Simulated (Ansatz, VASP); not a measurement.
## Cross-check of Si18N23 (V_N) between VASP and Ansatz

Wanted: the spread between two codes on one cell, functional and k mesh. The cell is taken from a series of runs on this material, whose earlier steps may have relaxed, scaled, displaced or heated it; both programs get it as it stands.

Main program and level: Ansatz 0.2.0; plane waves, with VASP 6.6.1 beside it; single point at HSE06.

### Step 1. The starting structure

The cell holds 41 atoms: 18 Si and 23 N. Cell: a = 7.624 Å, b = 7.624 Å, c = 8.731 Å, α = 90.0°, β = 90.0°, γ = 120.0°. It derives from Si3N4 (Si3N4 (P6_3/m)). Nearest the centre at fractional (0.670, 0.700, 0.417): Si5 at 1.53 Å, Si9 at 1.66 Å, Si11 at 1.81 Å, N29 at 2.61 Å, N26 at 2.71 Å, N19 at 2.72 Å, N28 at 2.75 Å, N33 at 2.86 Å.

As a file:

```xyz
41
Lattice="7.6245 0.0000 0.0000 -3.8122 6.6030 0.0000 0.0000 0.0000 8.7308" Properties=species:S:1:pos:R:3 pbc="T T T"
Si   -1.2652    5.4511    2.1629
Si    2.2380    1.5354    0.7226
Si    4.0794    3.9046    0.6687
Si   -0.2079    2.6858    2.1989
Si    1.7919    4.9758    2.3026
Si    5.2193    1.1037    0.7719
Si   -1.4753    5.4692    5.0656
Si    2.2047    1.5296    3.6284
Si    3.9548    3.9584    3.4630
Si   -0.2533    2.6826    5.1080
Si    1.4862    5.0911    5.1066
Si    5.1747    1.1573    3.6555
Si   -1.3791    5.4630    7.9760
Si    2.1982    1.5534    6.5410
Si    3.9684    3.9473    6.4848
Si   -0.2238    2.6853    8.0227
Si    1.5914    5.0627    8.0331
Si    5.1694    1.1618    6.5846
N     0.1193    4.3892    2.2491
N     3.8491    2.1779    0.7401
N     4.9568    4.3997    2.1014
N    -1.3647    6.4108    0.7104
N     2.4902    4.6098    0.7112
N     1.3828    1.9820    2.1763
N    -1.0206    2.1763    0.7490
N     5.3070    0.1377    2.2445
N    -0.1138    4.4054    5.1564
N     3.7875    2.2233    3.6161
N     4.6796    4.5053    4.9801
N    -1.3996    6.4139    3.6147
N     1.3624    2.0222    5.0772
N    -1.0389    2.1850    3.6477
N     5.1872    0.2244    5.1196
N    -0.0105    4.4042    8.0372
N     3.7951    2.2191    6.5434
N     4.8424    4.4223    7.9229
N    -1.4548    6.4260    6.5231
N     2.3739    4.6174    6.5481
N     1.3742    1.9909    8.0099
N    -1.0374    2.1741    6.5704
N     5.2211    0.1884    8.0262
```

### Step 2. Ansatz: single point, HSE06

Ansatz runs on its PAW soft_1 files.

With cell and atoms fixed, the geometry can't cause a difference; cores, projectors, grids and the points listed under the comparison can.

The input, input.yaml:

```yaml
crystal:
  checkpoint: "../q0_M1.relax.run"
  host: checkpoint
basis:
  ecutwfc: 420
  xc_grid: 2
hamiltonian:
  xc: hse06
  pseudopotentials: { kind: paw, azcp: { folder: soft_1 } }
kpoints:
  mp_grid: { grid: [1, 1, 1] }
magnetization:
  spin_polarized: true
  initial_magnetization: 1
  spin_locking: { lock_magnetization: hard }
scf:
  occupations: { method: fixed }
  max_iter: 100
output:
  forces: true
  charged_corrections:
    epsilon: [4.29, 4.29, 4.37]
    static_epsilon: [8.29, 8.29, 8.25]
    defect_position: [0.669991, 0.699607, 0.416667]
  eigenvalues: true
  eigenstates: { localisation: true }
  populations: true
  efg: {}
  write_density: true
  write_potential: true
  volumetric_format: npy
checkpoint:
  read: "../q0_M1.relax.run"
  write: "../q0_M1.hyb.run"
  compress: false
  write_wavefunctions: false
  write_every: 100000
```

Started as:

```bash
ansatz run input.yaml --threads 8 --pin off --max-ram 18841MiB --backend cpu --events-out ev --progress --plain --runs-dir out
```

Numbers of over 12 decimals in the logs are rounded to 6 here.

The log of the run:

```text
Warning: checkpoint.read: hamiltonian.xc differs: saved pbesol, current hse06; the SCF iterates under this deck's functional from the saved state
crystal.checkpoint: the structure is that of <dir>, a `relax` run, at its step 6: its result, under pbesol at a charge of 0 e; 41 atoms read, 0 with a starting moment; this deck's functional is hse06; crystal.structure_sha256 for this input is
exact exchange: scf.exx.singularity resolves to wigner_seitz, which cuts the screened interaction at the faces of the exchange supercell's Wigner-Seitz cell, so that each pair interacts once, at the shortest of its separations (the periodic images that this leaves out come, for a point-like exchange hole, to about 0.082 eV on a filled level). The cut falls within the interaction's reach, and what an exchange supercel [...]
Engine: ansatz 0.2.0, aarch64-unknown-linux-gnu
Pseudopotentials: kind: paw
Pseudopotential: Si, paw, valence charge 4, recommended cutoff 420 eV (normal), soft_1/Si.paw.azcp
Pseudopotential: N, paw, valence charge 5, recommended cutoff 420 eV (normal), soft_1/N.paw.azcp
Functional definition: HSE06
  parameter a = 0.25
  parameter omega = 0.11/bohr
  exchange = pbe_x - a*pbe_x_sr(omega) + a*exact_x_sr(omega)
  correlation = pbe_c
davidson cushion auto → on  (no smearing: the cushion is to keep the highest requested band from converging to the state above it; pin scf.eigensolver.cushion to override)
Crystal: 41 atoms, lattice volume = 439.543 Å³
Basis set: ecut = 420 eV, 8663 PW (Γ), exchange–correlation on 108×108×120 points (8 copies of the dense FFT grid, shifted against one another)
Bands: 135, of which v1, the nominal top of the filled ones, is band 94 counted from 1 (93 counted from 0)
Symmetry: 1 space group operations
Space group: P1 (ITA 1), of the structure as read, at distance tolerance 7.6e-5 Å
Magnetic group: BNS 1.1 (UNI 1), of the structure as read, at distance tolerance 7.6e-5 Å
k-points: 1
Non-local potential: Si, projectors of the file, l = 0: 2, l = 1: 2, l = 2: 1
Non-local potential: N, projectors of the file, l = 0: 2, l = 1: 2, l = 2: 1
PAW form: soft (Blöchl's): semilocal exchange-correlation on the pseudo side does not see the compensation charge
PAW frozen core: Si, regenerated for the run's functional, and the local potential with it (the file was generated under x = pbe(κ = 0.804, μ = 0.219515), c = pbe(β = 0.066725))
PAW frozen core: N, regenerated for the run's functional, and the local potential with it (the file was generated under x = pbe(κ = 0.804, μ = 0.219515), c = pbe(β = 0.066725))
PAW one-centre angular grid: Si, 110 points (default); XC on 64 Gauss nodes
PAW one-centre angular grid: N, 110 points (default); XC on 64 Gauss nodes
Initial density: read from a saved state, or passed on in memory by an earlier SCF of this step, an earlier step, the calling program or the single point that the run made first
Starting moments: Σ|m| = 1 μB on 41 of 41 sites; this step starts from the density that it was given
Initial wavefunctions: pseudopotential atomic-orbital guess
Functional: x = pbe(κ = 0.804, μ = 0.219515), c = pbe(β = 0.066725), warm-up for x = pbe(κ = 0.804, μ = 0.219515) + 0.25 (exact − pbe) at short range (hse, ω = 0.207870 Å⁻¹), c = pbe(β = 0.066725); HSE06 as pw.x's `hse` composes it (authors' and Libxc's form: `xc: wpbeh`)
iter 1 solved again at ethr=3.50e-4 eV; its pass at ethr=1.00e-1 eV (dr2=6.55e-1 eV) is discarded
SCF iter   1: F=—  HF=-20315.395910 eV  |F-HF|=—  |Δ(HF+E_count)|=         —  Δρ=6.37e-3 (↑6.37e-3 ↓6.26e-3)  dr2=6.53e-1  dr2_m=2.12e-3  M=1.000 μB ∫|m|=1.071 μB  β_m=0.30  ethr=3.50e-4  ⟨swp⟩=7.5  Hψ=1968  notcnv=0
preconditioner: auto → none  [insulator: Δε(μ)=1.953 eV  Ē_g=14.062 eV  n_scr=96 (ndim 8)  ℏωp=24.2 eV  f_vac=0.033]
iter 2 solved again at ethr=2.92e-5 eV; its pass at ethr=3.49e-4 eV (dr2=5.45e-2 eV) is discarded
[...]
atom  18  Si V_zz =    +1.363589   η = 0.9391   by run symmetry: allowed
            electrostatic potential = -1358.947333 V   contact ρ = 12854.867360 e/Å³   contact ρ_s (e/Å³): all electrons -0.019074, valence -0.018631
  atom  19  Si V_zz =    -1.397326   η = 0.9489   by run symmetry: allowed
            electrostatic potential = -1359.422257 V   contact ρ = 12858.903798 e/Å³   contact ρ_s (e/Å³): all electrons +4.725700, valence +4.768997
  atom  20  Si V_zz =    +1.108926   η = 0.5974   by run symmetry: allowed
            electrostatic potential = -1358.853007 V   contact ρ = 12854.687416 e/Å³   contact ρ_s (e/Å³): all electrons +0.211589, valence +0.212864
  atom  21  N  V_zz =    -5.579088   η = 0.1763   by run symmetry: allowed
            electrostatic potential = -515.870905 V   contact ρ = 1410.890461 e/Å³   contact ρ_s (e/Å³): all electrons +0.312957, valence +0.367379
  atom  22  N  V_zz =    -6.095358   η = 0.3587   by run symmetry: allowed
            electrostatic potential = -515.753883 V   contact ρ = 1410.816452 e/Å³   contact ρ_s (e/Å³): all electrons +0.131297, valence +0.147240
  atom  23  N  V_zz =    -5.136359   η = 0.3878   by run symmetry: allowed
            electrostatic potential = -515.207378 V   contact ρ = 1410.572407 e/Å³   contact ρ_s (e/Å³): all electrons -0.035321, valence -0.037121
  atom  24  N  V_zz =    -4.949911   η = 0.1338   by run symmetry: allowed
            electrostatic potential = -515.460590 V   contact ρ = 1410.132355 e/Å³   contact ρ_s (e/Å³): all electrons -0.001290, valence -0.001679
  atom  25  N  V_zz =    -4.719539   η = 0.0760   by run symmetry: allowed
            electrostatic potential = -515.331483 V   contact ρ = 1410.271599 e/Å³   contact ρ_s (e/Å³): all electrons -0.001460, valence -0.000999
  atom  26  N  V_zz =    -5.117746   η = 0.1094   by run symmetry: allowed
            electrostatic potential = -515.545206 V   contact ρ = 1410.121092 e/Å³   contact ρ_s (e/Å³): all electrons +0.004362, valence +0.003591
  atom  27  N  V_zz =    -4.705521   η = 0.0525   by run symmetry: allowed
            electrostatic potential = -515.470362 V   contact ρ = 1410.527039 e/Å³   contact ρ_s (e/Å³): all electrons +0.316105, valence +0.363580
  atom  28  Si V_zz =    -1.182248   η = 0.9450   by run symmetry: allowed
            electrostatic potential = -1358.877775 V   contact ρ = 12854.890061 e/Å³   contact ρ_s (e/Å³): all electrons -0.002868, valence -0.002892
  atom  29  Si V_zz =    +1.186534   η = 0.4943   by run symmetry: allowed
            electrostatic potential = -1358.897318 V   contact ρ = 12854.958989 e/Å³   contact ρ_s (e/Å³): all electrons +0.003939, valence +0.004067
  atom  30  Si V_zz =    +1.051415   η = 0.8931   by run symmetry: allowed
            electrostatic potential = -1358.853158 V   contact ρ = 12854.872267 e/Å³   contact ρ_s (e/Å³): all electrons -0.000275, valence +0.000006
  atom  31  Si V_zz =    +1.132809   η = 0.5951   by run symmetry: allowed
            electrostatic potential = -1358.945894 V   contact ρ = 12854.881064 e/Å³   contact ρ_s (e/Å³): all electrons +0.001233, valence +0.001263
  atom  32  Si V_zz =    +0.921948   η = 0.9914   by run symmetry: allowed
            electrostatic potential = -1359.097481 V   contact ρ = 12855.133326 e/Å³   contact ρ_s (e/Å³): all electrons -0.048381, valence -0.046266
  atom  33  Si V_zz =    +1.138393   η = 0.7730   by run symmetry: allowed
            electrostatic potential = -1358.906570 V   contact ρ = 12854.941724 e/Å³   contact ρ_s (e/Å³): all electrons +0.187489, valence +0.190080
  atom  34  N  V_zz =    -5.414454   η = 0.0483   by run symmetry: allowed
            electrostatic potential = -515.981684 V   contact ρ = 1410.436926 e/Å³   contact ρ_s (e/Å³): all electrons +0.004419, valence +0.004218
  atom  35  N  V_zz =    -5.543212   η = 0.0502   by run symmetry: allowed
            electrostatic potential = -515.912084 V   contact ρ = 1410.443277 e/Å³   contact ρ_s (e/Å³): all electrons +0.006349, valence +0.010384
  atom  36  N  V_zz =    -5.147978   η = 0.1379   by run symmetry: allowed
            electrostatic potential = -515.517968 V   contact ρ = 1410.173875 e/Å³   contact ρ_s (e/Å³): all electrons -0.008630, valence -0.009097
  atom  37  N  V_zz =    -5.017435   η = 0.1010   by run symmetry: allowed
            electrostatic potential = -515.473214 V   contact ρ = 1410.185552 e/Å³   contact ρ_s (e/Å³): all electrons +0.016501, valence +0.016589
  atom  38  N  V_zz =    -5.435664   η = 0.3002   by run symmetry: allowed
            electrostatic potential = -515.537647 V   contact ρ = 1410.546422 e/Å³   contact ρ_s (e/Å³): all electrons +0.184999, valence +0.230546
  atom  39  N  V_zz =    -5.060044   η = 0.0924   by run symmetry: allowed
            electrostatic potential = -515.512251 V   contact ρ = 1410.159673 e/Å³   contact ρ_s (e/Å³): all electrons +0.001535, valence +0.001227
  atom  40  N  V_zz =    -5.064500   η = 0.0726   by run symmetry: allowed
            electrostatic potential = -515.528160 V   contact ρ = 1410.166740 e/Å³   contact ρ_s (e/Å³): all electrons +0.028822, valence +0.030127
  atom  41  N  V_zz =    -5.061504   η = 0.1658   by run symmetry: allowed
            electrostatic potential = -515.534454 V   contact ρ = 1410.153973 e/Å³   contact ρ_s (e/Å³): all electrons -0.004397, valence -0.004898
--- Band table (eV) ---
  k-point 0 ↑: bands = [... 90 lower, 6.7192, 6.8214, 6.8755, 8.9356, 11.9786, 12.5952, 12.9800, 13.3653, ... 37 higher]
  k-point 0 ↓: bands = [... 90 lower, 6.7510, 6.8551, 6.9119, 10.9138, 12.2373, 12.7487, 13.0039, 13.3817, ... 37 higher]
--- Löwdin populations: 41 sites ---
  site symbol       q [e]    m [muB]
     0     Si      2.5812     0.0036
     1     Si      2.5673     0.0006
     2     Si      2.5749    -0.0010
     3     Si      2.5710     0.0014
     4     Si      2.9768     0.0682
     5     Si      2.5771     0.0004
     6      N      5.9291     0.0040
     7      N      5.9584    -0.0002
     8      N      5.9324     0.0454
     9      N      5.9551     0.0002
    10      N      5.9457     0.0593
    11      N      5.9559     0.0013
    12      N      5.9563     0.0004
    13      N      5.9266     0.0006
    14     Si      2.5769     0.0047
    15     Si      2.5741    -0.0009
    16     Si      2.9021     0.1312
    17     Si      2.5658    -0.0002
    18     Si      2.9710     0.4632
    19     Si      2.5765     0.0026
    20      N      5.9470     0.0542
    21      N      5.9465     0.0165
    22      N      5.9291    -0.0014
    23      N      5.9583    -0.0002
[...]
33      N      5.9635     0.0001
    34      N      5.9639     0.0035
    35      N      5.9535    -0.0008
    36      N      5.9552     0.0010
    37      N      5.9373     0.0344
    38      N      5.9558    -0.0001
    39      N      5.9574     0.0018
    40      N      5.9559    -0.0006
  spilling = 0.014679 (of n_electrons = 187.000000)
```

(Continued in part 2 of 2.)

[Lines on the potential files, build, host, timing and source positions are cut from VASP's logs without a mark.]

[Logs are printed without paths, hosts, clocks, repeated set-up lines and the standing remarks that a program may print on its own settings, such as how far it seeks lower states.]

[Hosts, paths, dates, database ids (printed as entryN), source tags and the programs' standing remarks are cut or masked in the printed files.]
